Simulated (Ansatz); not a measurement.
A relaxation computed with Ansatz, from input to last step.

```yaml
crystal:
  lattice:
    - [-5.0239078865, 4.2942833995, -1.4989986092]
    - [-5.224192856, -1.3830745291, 5.242910548]
    - [1.5331057067, 4.3548028918, 5.1031450709]
  atoms:
    - { symbol: Al, position: [0.4902931076, 0.4465508325, 0.9838741524] }
    - { symbol: Al, position: [0.1040646687, 0.6506210756, 0.1063129494] }
    - { symbol: Al, position: [0.6949531549, 0.6517997918, 0.1876682128] }
    - { symbol: Al, position: [0.8029913744, 0.2457786466, 0.2948270231] }
    - { symbol: Al, position: [0.3063571742, 0.8449740034, 0.3078805405] }
    - { symbol: Al, position: [0.4120125154, 0.4465155359, 0.3998986412] }
    - { symbol: Al, position: [0.5107645544, 0.0461731376, 0.5099669994] }
    - { symbol: Al, position: [0.983274787, 0.4532275467, 0.4918702563] }
    - { symbol: Al, position: [0.883455462, 0.849579953, 0.4035118362] }
    - { symbol: Al, position: [0.1872133054, 0.6477621984, 0.6942481092] }
    - { symbol: Ti, position: [0.0209900896, 0.0500986883, 0.0275727091] }
    - { symbol: Ti, position: [0.5978987532, 0.0471846641, 0.1032681396] }
    - { symbol: Ti, position: [0.2144126852, 0.2543408217, 0.2170646917] }
    - { symbol: Ti, position: [0.0996632169, 0.0425508934, 0.5915848014] }
    - { symbol: Ti, position: [0.5892076784, 0.6466627975, 0.5970157849] }
    - { symbol: Ti, position: [0.7168432651, 0.243934176, 0.7138767733] }
    - { symbol: Ti, position: [0.2944954119, 0.2514156824, 0.7725146311] }
    - { symbol: Ti, position: [0.809910264, 0.8648938889, 0.8136341402] }
    - { symbol: Ti, position: [0.9014569012, 0.4485959706, 0.9022980507] }
    - { symbol: Ti, position: [0.3977096133, 0.8561561591, 0.8877093057] }
  symmetry: { detect: false }
basis:
  ecutwfc: 420
kpoints:
  mp_grid: { grid: [3, 3, 3] }
hamiltonian:
  xc: pbe
scf:
  occupations: { method: gaussian, width: 0.1 }
  lower_state_search: "off"
output:
  forces: true
  stress: true
  eigenvalues: true
relax:
  adjacent_minimum: "off"
  f_tol: 0.04
  max_steps: 25
  cell: { stress_tol: 0.3 }
```

```bash
ansatz run input.yaml --threads 4 --pin off --max-ram 9216MiB --backend cpu --events-out ev --progress --plain --runs-dir out
```

Computed with Ansatz, DFT PBE, scalar-relativistic, plane waves, PAW.

Of 4 frames 3 are shown, positions in Å and forces in eV/Å; the SCF threshold varies from step to step. Steps run on the plane waves of an earlier cell, with a Pulay correction in the pressure. The basis is chosen afresh for the last frame, the zero of the energies, and at times for earlier ones too; energy and pressure can step there, also at an unchanged geometry. Where two frames share a geometry here, they differ by under 2 meV/atom and 0.3 GPa.

```xyz
20
Lattice="-5.0239 4.2943 -1.4990 -5.2242 -1.3831 5.2429 1.5331 4.3548 5.1031" Properties=species:S:1:pos:R:3:forces:R:3 pbc="T T T" step=1 free_energy_over_end_meV_per_atom=0.49 pressure_GPa=0.11
Al   -3.2877    5.7724    6.6271   -0.0055    0.0078    0.0484
Al   -3.7588    0.0100    3.7977   -0.0125    0.0049   -0.0239
Al   -6.6088    2.9001    3.3333   -0.0009   -0.0407   -0.0304
Al   -4.8661    4.3923    1.5895    0.0020   -0.0311   -0.0346
Al   -5.4814    1.4877    5.5421   -0.0091   -0.0082   -0.0149
Al   -3.7895    2.8932    3.7642   -0.0065   -0.0045    0.0259
Al   -2.0254    4.3503    2.0789    0.0132    0.0391    0.0191
Al   -6.5535    5.7376    3.4124    0.0182    0.0035   -0.0143
Al   -8.2581    4.3760    5.1892   -0.0208   -0.0016    0.0095
Al   -3.2602    2.9314    6.6584    0.0404   -0.0052    0.0811
Ti   -0.3249    0.1409    0.3719    0.0419    0.0032    0.0449
Ti   -3.0920    2.9520   -0.1219   -0.0013   -0.0720   -0.0633
Ti   -2.0731    1.5143    2.1198   -0.0454    0.0664   -0.0433
Ti    0.1840    2.9454    3.0926   -0.0081   -0.0575    0.0201
Ti   -5.4231    4.2357    5.5538    0.0102    0.0239    0.0008
Ti   -3.7813    5.8497    3.8474   -0.0413    0.0859   -0.0141
Ti   -1.6086    4.2811    4.8190    0.0714    0.0567   -0.0316
Ti   -7.3399    5.8250    7.4726   -0.0619    0.0065   -0.0914
Ti   -5.4891    7.1800    5.6052    0.0345   -0.0482    0.1401
Ti   -5.1098    4.3895    8.4227   -0.0184   -0.0289   -0.0281
20
Lattice="-5.0153 4.2914 -1.4966 -5.2338 -1.3943 5.2617 1.5282 4.3523 5.1037" Properties=species:S:1:pos:R:3:forces:R:3 pbc="T T T" step=2 free_energy_over_end_meV_per_atom=0.24 pressure_GPa=-0.02
Al   -3.2891    5.7634    6.6499    0.0120   -0.0092   -0.0280
Al   -3.7658    0.0070    3.8088    0.0163   -0.0025    0.0032
Al   -6.6115    2.8779    3.3443    0.0148    0.0061    0.0301
Al   -4.8615    4.3766    1.5912    0.0176   -0.0140    0.0388
Al   -5.4900    1.4777    5.5541    0.0025    0.0050   -0.0209
Al   -3.7888    2.8943    3.7856    0.0173    0.0076    0.0422
Al   -2.0273    4.3554    2.0803   -0.0164   -0.0086   -0.0266
Al   -6.5484    5.7298    3.4233   -0.0008   -0.0068    0.0088
Al   -8.2644    4.3560    5.2020    0.0129   -0.0027   -0.0227
Al   -3.2564    2.9212    6.6868   -0.0039    0.0225   -0.0341
Ti   -0.3190    0.1425    0.3826   -0.0591    0.0046   -0.0393
Ti   -3.0884    2.9305   -0.1413   -0.0115    0.0825    0.1039
Ti   -2.0851    1.5268    2.1170    0.0394   -0.0238    0.0409
Ti    0.1736    2.9284    3.0902    0.0022    0.0094   -0.0645
Ti   -5.4228    4.2300    5.5688   -0.0232    0.0155    0.0167
Ti   -3.7909    5.8669    3.8545    0.0034   -0.0540    0.0070
Ti   -1.5946    4.2884    4.8240   -0.0415   -0.0644    0.0514
Ti   -7.3629    5.8108    7.4703    0.0446    0.0262    0.0465
Ti   -5.4822    7.1609    5.6532   -0.0672    0.0033   -0.1468
Ti   -5.1211    4.3656    8.4285    0.0406    0.0033   -0.0067
20
Lattice="-5.0142 4.2875 -1.4972 -5.2326 -1.3946 5.2595 1.5319 4.3531 5.1057" Properties=species:S:1:pos:R:3:forces:R:3 pbc="T T T" step=4 free_energy_over_end_meV_per_atom=0.00 pressure_GPa=-0.02
Al   -3.2844    5.7622    6.6466    0.0043   -0.0009   -0.0009
Al   -3.7627    0.0056    3.8072   -0.0002    0.0003   -0.0014
Al   -6.6072    2.8757    3.3440    0.0013   -0.0002    0.0072
Al   -4.8594    4.3712    1.5936    0.0097   -0.0077    0.0084
Al   -5.4882    1.4775    5.5503    0.0012   -0.0020   -0.0034
Al   -3.7851    2.8910    3.7900    0.0033    0.0035    0.0088
Al   -2.0249    4.3541    2.0816   -0.0075    0.0031   -0.0057
Al   -6.5446    5.7234    3.4213    0.0028   -0.0007    0.0009
Al   -8.2601    4.3552    5.1993   -0.0008   -0.0011   -0.0047
Al   -3.2557    2.9230    6.6826    0.0011    0.0005   -0.0005
Ti   -0.3237    0.1432    0.3795   -0.0054    0.0038   -0.0017
Ti   -3.0879    2.9367   -0.1307    0.0019   -0.0032    0.0014
Ti   -2.0799    1.5235    2.1217   -0.0032    0.0049    0.0022
Ti    0.1783    2.9295    3.0861    0.0017   -0.0062   -0.0068
Ti   -5.4229    4.2298    5.5703    0.0007   -0.0003   -0.0075
Ti   -3.7846    5.8579    3.8541   -0.0044   -0.0036    0.0108
Ti   -1.5944    4.2813    4.8264   -0.0055   -0.0068    0.0012
Ti   -7.3530    5.8106    7.4765   -0.0004    0.0131   -0.0001
Ti   -5.4827    7.1588    5.6378   -0.0064    0.0034   -0.0101
Ti   -5.1139    4.3655    8.4300    0.0057    0.0000    0.0019
```

The run took 45 s on 4 threads of AMD EPYC 7R43 64-Core Processor (Zen 3), on a shared host, peak memory 1.1 GiB.

The k mesh is coarse.